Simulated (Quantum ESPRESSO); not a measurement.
A calculation with Quantum ESPRESSO 7.5 of Os (ASE script, Cartesian positions):

run.py

```python
import numpy as np
from ase.calculators.espresso import Espresso, EspressoProfile
from ase.io import read

atoms = read('Os.xyz')

input_data = {
    'control': {'calculation': 'scf', 'prefix': 'pwscf', 'outdir': './tmp', 'tprnfor': True, 'tstress': True, 'disk_io': 'nowf'},
    'system': {'ecutwfc': 55.0, 'ecutrho': 440.0, 'nbnd': 24, 'occupations': 'smearing', 'smearing': 'fd', 'degauss': 0.00367493},
    'electrons': {'conv_thr': 4e-10, 'electron_maxstep': 120, 'mixing_beta': 0.5},
}
pseudopotentials = {'Os': 'Os_pbe_v1.2.uspp.F.UPF'}
profile = EspressoProfile(command='pw.x', pseudo_dir='pseudo')
dft = Espresso(profile=profile, input_data=input_data, pseudopotentials=pseudopotentials, kpts=(11, 11, 6), koffset=(0, 0, 0))
atoms.calc = dft

print(f'energy {atoms.get_potential_energy():.8f} eV')
print('forces (eV/A)')
print(np.round(atoms.get_forces(), 6))
print('stress (eV/A^3, Voigt)')
print(np.round(atoms.get_stress(), 8))
print(f'Fermi level {dft.get_fermi_level():.4f} eV')
```

The input Os.xyz:

```xyz
2
Lattice="2.7341000000 0.0000000000 0.0000000000 -1.3670500000 2.3678000565 0.0000000000 0.0000000000 0.0000000000 4.3197000000" Properties=species:S:1:pos:R:3 pbc="T T T"
Os     1.3670500001      0.7892666854      3.2397750000
Os    -0.0000000001      1.5785333711      1.0799250000
```

Potentials or basis: SSSP 1.3 efficiency PBE.

The run is started by

```console
$ OMP_NUM_THREADS=1 python run.py
```

Question: Write the same calculation in another form: native input, structure typed inline.

Answer: As run:

The input pw.in:

```
&CONTROL
  calculation = 'scf'
  prefix = 'pwscf'
  outdir = './tmp'
  pseudo_dir = './pseudo'
  tprnfor = .true.
  tstress = .true.
  disk_io = 'nowf'
/
&SYSTEM
  ibrav = 0
  nat = 2
  ntyp = 1
  ecutwfc = 55
  ecutrho = 440
  nbnd = 24
  occupations = 'smearing'
  smearing = 'fd'
  degauss = 0.00367493
/
&ELECTRONS
  conv_thr = 4d-10
  electron_maxstep = 120
  mixing_beta = 0.5
/
ATOMIC_SPECIES
Os   190.2300 Os_pbe_v1.2.uspp.F.UPF
CELL_PARAMETERS angstrom
   2.7341000000    0.0000000000    0.0000000000
  -1.3670500000    2.3678000565    0.0000000000
   0.0000000000    0.0000000000    4.3197000000
ATOMIC_POSITIONS crystal
Os     0.6666666667    0.3333333333    0.7500000000
Os     0.3333333333    0.6666666667    0.2500000000
K_POINTS automatic
11 11 6 0 0 0
```

Potentials or basis: SSSP 1.3 efficiency PBE.

Command:

```sh
$ OMP_NUM_THREADS=1 pw.x -in pw.in > pw.out
```

Both were run:

|  | ASE script, Cartesian positions | native input, structure typed inline |
| --- | --- | --- |
| Pressure | 8.3 GPa | 8.3 GPa |
| Band gap on the k mesh | none (metal or under the smearing width) | none (metal or under the smearing width) |

Keys that steer only the numerical path or the files written may differ.
